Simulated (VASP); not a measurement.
Here is a VASP 6.6.1 calculation.

File POSCAR:

```
BAs
1.0
    0.0000000000      2.3885000000      2.3885000000
    2.3885000000      0.0000000000      2.3885000000
    2.3885000000      2.3885000000      0.0000000000
As B
1 1
Direct
    0.7500000000      0.7500000000      0.7500000000
    0.0000000000      0.0000000000      0.0000000000
```

INCAR.step1

```
SYSTEM = BAs
PREC = Accurate
ENCUT = 520
EDIFF = 1E-5
ISMEAR = -1
SIGMA = 0.05
LREAL = .FALSE.
LASPH = .TRUE.
NELM = 60
ALGO = Normal
ISIF = 2
LWAVE = .TRUE.
LCHARG = .FALSE.
MAGMOM = 0 0 0 0 0 0
LORBIT = 11
LSORBIT = .TRUE.
GGA_COMPAT = .FALSE.
GGA = PE
```

File INCAR.step2:

```
SYSTEM = BAs
PREC = Accurate
ENCUT = 520
EDIFF = 1E-6
ISMEAR = -1
SIGMA = 0.05
LREAL = .FALSE.
LASPH = .TRUE.
NELM = 60
ALGO = Normal
ISIF = 2
LWAVE = .FALSE.
LCHARG = .FALSE.
MAGMOM = 0 0 0 0 0 0
LORBIT = 11
LSORBIT = .TRUE.
GGA_COMPAT = .FALSE.
GGA = PE
LHFCALC = .TRUE.
AEXX = 0.25
PRECFOCK = Normal
HFRCUT = -1
ISTART = 1
```

KPOINTS

```
Automatic mesh
0
G
  4 4 4
  0 0 0
```

Potentials or basis: VASP PAW PBE potentials, release 64 (As, B).

Run with:

```sh
$ cat potpaw_PBE.64/As/POTCAR potpaw_PBE.64/B/POTCAR > POTCAR
$ cp INCAR.step1 INCAR
$ mpirun -np 1 vasp_ncl > vasp.out
$ cp INCAR.step2 INCAR
$ mpirun -np 1 vasp_ncl > vasp.out
```

Problem. What does it give for the pressure?

Solution. -0.2 GPa.

Caveat: the k mesh is coarse (spacing up to 0.57 Å⁻¹), so the values aren't converged, least of all with exact exchange; the PAW data sets were made with another functional, which shifts forces and pressure a little.
